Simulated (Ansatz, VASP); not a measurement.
## Fe in VASP and in Ansatz

The input INCAR:

```
SYSTEM = Fe
ALGO = Normal
EDIFF = 1E-6
ENCUT = 520
GGA = PE
ISIF = 2
ISMEAR = -1
ISPIN = 2
LASPH = .True.
LCHARG = .False.
LMAXMIX = 4
LORBIT = 11
LREAL = .False.
LWAVE = .False.
MAGMOM = 0 4
NBANDS = 19
NELM = 150
PREC = Accurate
SIGMA = 0.1
```

Contents of KPOINTS:

```
k-points
0
Gamma
  12 12 6
  0 0 0
```

The input POSCAR:

```
Fe
1.0
    0.0000000000      1.7545000000      1.7545000000
    1.7545000000      0.0000000000      1.7545000000
    3.5090000000      3.5090000000      0.0000000000
Fe
2
Direct
    0.0000000000      0.0000000000      0.0000000000
    0.0000000000      0.0000000000      0.5000000000
```

Input for Ansatz:

```yaml
crystal:
  lattice:
    - [0.0, 1.7545, 1.7545]
    - [1.7545, 0.0, 1.7545]
    - [3.509, 3.509, 0.0]
  atoms:
    - { symbol: Fe, position: [0.0, 0.0, 0.0] }
    - { symbol: Fe, position: [0.0, 0.0, 0.5], spin: 4.0 }
magnetization:
  spin_polarized: true
hamiltonian:
  xc: pbe
  pseudopotentials: { kind: paw }
basis:
  ecutwfc: 420
kpoints:
  mp_grid: { grid: [12, 12, 6] }
scf:
  occupations: { method: fermi_dirac, width: 0.1 }
  lower_state_search: "off"
output:
  forces: true
  stress: true
```

Alike in both runs: task single point; functional PBE; k mesh 12 × 12 × 6; occupations fermi-dirac, width 0.1 eV; collinear spin.

|  | VASP | Ansatz |
| --- | --- | --- |
| version | VASP 6.6.1 | Ansatz 0.2.0 |
| potentials or method | VASP PAW PBE potentials, release 64 (Fe) | PAW, plane waves, scalar-relativistic |
| plane-wave cutoff (eV) | 520 | 420 |
| valence electrons in the cell | 16 | 32 |

```csv
,VASP,Ansatz,Ansatz less VASP
pressure (GPa),-7.4,-7.4,-0.03
largest component of the traceless stress (GPa),0.83,0.82,-0.006
net moment per atom (μB),0.61,0.59,-0.021
size of the moment on the site where the two differ most (μB),1.34,1.29,-0.047
```

Site moments also hang on the region over which each program counts them. The two sets of potentials don't hold the same shells in valence. Ansatz warned: «negative_dielectric_reading».

Caveats: the moment fell far below its start of 4 μB, so a state of higher moment may lie lower in energy (VASP).
